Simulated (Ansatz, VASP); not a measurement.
# One calculation of CdS, two programs

The input INCAR:

```
SYSTEM = CdS
ALGO = Normal ; EDIFF = 1E-6
ENCUT = 520 ; GGA = PE
ISIF = 2 ; ISMEAR = 0
LASPH = .TRUE. ; LCHARG = .FALSE.
LREAL = .FALSE. ; LWAVE = .FALSE.
NBANDS = 16 ; NELM = 80
PREC = Accurate ; SIGMA = 0.01
```

File KPOINTS:

```
k-points
0
G
  6 6 6
  0 0 0
```

POSCAR

```
CdS
1.0
    0.0000000000      2.7267765431      2.7267765431
    2.7267765431      0.0000000000      2.7267765431
    2.7267765431      2.7267765431      0.0000000000
Cd S
1 1
Direct
    0.0000000000      0.0000000000      0.0000000000
    0.5000000000      0.5000000000      0.5000000000
```

Input for Ansatz:

```yaml
crystal:
  lattice:
    - [0.0, 2.7267765431, 2.7267765431]
    - [2.7267765431, 0.0, 2.7267765431]
    - [2.7267765431, 2.7267765431, 0.0]
  atoms:
    - { symbol: Cd, position: [0.0, 0.0, 0.0] }
    - { symbol: S, position: [0.5, 0.5, 0.5] }
kpoints:
  mp_grid: { grid: [6, 6, 6] }
hamiltonian:
  xc: pbe
scf:
  occupations: { method: fixed }
output:
  optics:
    e_range: [0, 12]
    de: 0.05
    sigma: 0.1
    bands: { spectra_wanted_up_to: 12 }
```

Alike in both runs: task single point; functional PBE; k mesh 6 × 6 × 6; no spin polarisation.

|  | VASP | Ansatz |
| --- | --- | --- |
| version | VASP 6.6.1 | Ansatz 0.2.0 |
| potentials or method | VASP PAW PBE potentials, release 64 (Cd, S) | plane waves, PAW |
| plane-wave cutoff (eV) | 520 | 420 |
| occupations | gaussian, width 0.01 eV | fixed |
| valence electrons in the cell | 18 | 26 |

VASP gave:

| Quantity | Value |
| --- | --- |
| gap on the k mesh at the Fermi level (eV) | 0.25 |

Question: What did Ansatz give for the same quantities?

Answer: gap on the k mesh at the Fermi level (eV): 0.26.

The two sets of potentials don't hold the same shells in valence.
